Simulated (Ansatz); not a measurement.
# Ti: stress in a strained cell

Aim: deform Ti (equal xy, yz and zx engineering shear strains of -1 %) and compute stress, forces and field gradients with LAPW, PAW and all-electron datasets made for the crystal.

Computed with Ansatz 0.2.0 (DFT PBE, scalar-relativistic, unless a step's input says otherwise).

## (1) The starting structure

Symmetry: Fm-3m, No. 225, cubic system. Conventional cell: a = 4.060 Å, b = 4.060 Å, c = 4.060 Å, α = 90.00°, β = 90.00°, γ = 90.00°. Ti (site symmetry m-3m) has 12 Ti at 2.87 Å as nearest neighbours.

Coordinates:

```
Ti
1.0
     0.00000    2.03000    2.03000
     2.03000    0.00000    2.03000
     2.03000    2.03000    0.00000
Ti
1
Direct
  0.00000 0.00000 0.00000
```

## (2) After the deformation

Space group Fm-3m before, R-3m after.

## (3) LAPW, all electrons

File input.yaml:

```yaml
crystal:
  lattice:
    - [-0.0203, 2.01985, 2.01985]
    - [2.01985, -0.0203, 2.01985]
    - [2.01985, 2.01985, -0.0203]
  atoms:
    - { symbol: Ti, position: [0.0, 0.0, 0.0] }
kpoints:
  mp_grid: { grid: [15, 15, 15] }
  band_path:
    path:
      - [0.0, 0.0, 0.0]
      - [0.5, 0.5, 0.5]
      - [0.2525443832, 0.5, 0.7474556168]
      - [-0.2525443832, 0.2525443832, 0.5]
      - [0.0, 0.0, 0.5]
      - [0.0, 0.0, 0.0]
      - [-0.3762721916, 0.0, 0.3762721916]
      - [0.0, 0.3762721916, 0.6237278084]
      - [0.0, 0.5, 0.5]
    npoints: 5
scf:
  occupations: { method: fermi_dirac, width: 0.05 }
hamiltonian:
  xc: pbe
  pseudopotentials: { kind: all_electron, lapw: { basis_error: 0.00025 } }
output:
  forces: true
  stress: true
  eigenvalues: true
```

Run with:

```sh
$ ansatz run input.yaml --threads 1 --pin off --max-ram 3072MiB --backend cpu --events-out ev --progress --plain --runs-dir out
```

## (4) PAW with frozen cores

File input.yaml:

```yaml
crystal:
  lattice:
    - [-0.0203, 2.01985, 2.01985]
    - [2.01985, -0.0203, 2.01985]
    - [2.01985, 2.01985, -0.0203]
  atoms:
    - { symbol: Ti, position: [0.0, 0.0, 0.0] }
kpoints:
  mp_grid: { grid: [15, 15, 15] }
scf:
  occupations: { method: fermi_dirac, width: 0.05 }
hamiltonian:
  xc: pbe
  pseudopotentials: { kind: paw }
output:
  forces: true
  stress: true
  eigenvalues: true
  efg: { contact_densities: true }
```

## (5) Datasets made for this crystal

Edit input.yaml of step 4 so:

```diff
@@ -13,3 +13,3 @@
   xc: pbe
-  pseudopotentials: { kind: paw }
+  pseudopotentials: { kind: all_electron, datasets: crystal }
 output:
```

(Steps that only read results are left out.)

Q: Predict the outcome of this session. Wanted: pressure; largest shear or deviatoric stress.

As calculated:

| quantity | value |
| --- | --- |
| pressure | LAPW 4.48, PAW 4.48, crystal datasets 4.48 GPa |
| largest shear or deviatoric stress (LAPW) | 0.60 GPa |

What this shows: The largest part of the stress beyond the pressure is 0.60 GPa in size. No run of the undeformed cell stands beside it, so the pressure holds what the given cell had before the change. PAW: stress within 0.01 GPa of LAPW. Crystal datasets: stress within 0.01 GPa of LAPW.
